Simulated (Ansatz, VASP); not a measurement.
# One calculation of AlN, two programs

File INCAR:

```
PREC = Accurate ; ENCUT = 520
EDIFF = 1E-6 ; ISMEAR = 0
SIGMA = 0.05 ; LREAL = F
LASPH = T ; NELM = 60
ALGO = Normal ; ISIF = 2
LWAVE = F ; LCHARG = T
GGA = PE ; LELF = T
LVHAR = T ; NBANDS = 16
```

The input KPOINTS:

```
Automatic mesh
0
Gamma
  9 9 6
```

File POSCAR:

```
AlN
1.0
    3.3963000000      0.0000000000      0.0000000000
   -1.6981500000      2.9412820789      0.0000000000
    0.0000000000      0.0000000000      4.5645000000
Al N
2 2
Direct
    0.3333333333      0.6666666667      0.7500000000
    0.6666666667      0.3333333333      0.2500000000
    0.3333333333      0.6666666667      0.2500000000
    0.6666666667      0.3333333333      0.7500000000
```

Input for Ansatz:

```yaml
crystal:
  lattice:
    - [3.3963, 0.0, 0.0]
    - [-1.69815, 2.9412820789, 0.0]
    - [0.0, 0.0, 4.5645]
  atoms:
    - { symbol: Al, position: [0.3333333333, 0.6666666667, 0.75] }
    - { symbol: Al, position: [0.6666666667, 0.3333333333, 0.25] }
    - { symbol: "N", position: [0.3333333333, 0.6666666667, 0.25] }
    - { symbol: "N", position: [0.6666666667, 0.3333333333, 0.75] }
basis:
  ecutwfc: 520.0
kpoints:
  mp_grid: { grid: [9, 9, 6] }
hamiltonian:
  xc: pbe
  pseudopotentials: { kind: paw, azcp: { folder: soft_1 } }
scf:
  occupations: { method: gaussian, width: 0.05 }
output:
  forces: true
  stress: true
  eigenvalues: true
  write_density: true
  write_potential: true
  elf: true
  volumetric_format: npy
```

Alike in both runs: task single point; functional PBE; k mesh 9 × 9 × 6; occupations gaussian, width 0.05 eV; no spin polarisation.

|  | VASP | Ansatz |
| --- | --- | --- |
| version | VASP 6.6.1 | Ansatz 0.2.0 |
| potentials or method | VASP PAW PBE potentials, release 64 (Al, N) | scalar-relativistic, plane waves, PAW |
| plane-wave cutoff (eV) | 520 | 520 |
| valence electrons in the cell | 16 | 16 |

Ansatz gave:

- gap on the k mesh at the Fermi level (eV): 2.05
- least direct gap on the mesh (eV): 2.05
- pressure (GPa): -19.4
- largest component of the traceless stress (GPa): 0.99

Problem. What did VASP give for the same quantities?

Solution. gap on the k mesh at the Fermi level (eV): 2.05; least direct gap on the mesh (eV): 2.05; pressure (GPa): -19.5; largest component of the traceless stress (GPa): 1.05.

Caveats: so large a pressure means that the cell lies far from this level's equilibrium, or that cutoff or potentials fall short (VASP).
